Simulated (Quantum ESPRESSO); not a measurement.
TiO, 2 atoms in the cell. It takes space group Pm-3m (No. 221, cubic). The conventional cell has a = 2.708 Å, b = 2.708 Å, c = 2.708 Å, α = 90.00°, β = 90.00°, γ = 90.00°. Around Ti (site symmetry m-3m) lie 8 O at 2.35 Å. Around O (site symmetry m-3m) lie 8 Ti at 2.35 Å. The cell comes from a database or a generator and needn't be the stable form of this composition.

```yaml
Program: Quantum ESPRESSO 7.5
Task: single point
Functional: PBEsol
Potentials_or_basis: GBRV 1.5 PBEsol
Cutoff: 612 eV
Density_cutoff: 4898 eV
k_mesh: 4 × 4 × 4
Occupations: gaussian, width 0.05 eV
Spin: collinear spin, zero start
Starting_moments: "[0.0, 0.0] μB"
Fixed_moment: 0 μB
Hubbard_terms: Ti d U = 4 eV, J = 0.8 eV
Hubbard_projectors: ortho-atomic
Double: 2
Magnetic_state_asked_for: nm_spin
Moments_locked: total
Start_of_the_occupations: crystal_field
Formal_shell_electrons: 1 d2
Mixing_beta: 0.3
Iterations_with_occupations_held: 8
Nosym: yes
SCF_threshold: 5e-07 Ry
Most_SCF_iterations: 100
Mixing_ndim: 12
```

Potentials or basis: GBRV 1.5 PBEsol.

The run is started by

```sh
$ OMP_NUM_THREADS=1 pw.x -in pw.in > pw.out
```

Hardware: 1 thread of Intel(R) Xeon(R) Platinum 8488C (Sapphire Rapids), with other jobs on the host.

Problem. Estimate the wall time of this run.

Solution. Wall time 51 s on 1 thread of Intel(R) Xeon(R) Platinum 8488C (Sapphire Rapids), with other jobs on the host, peak memory 0.12 GiB. Counts: scf iterations 45, k pools 1, bands 18, k points 36, g dense 15515.
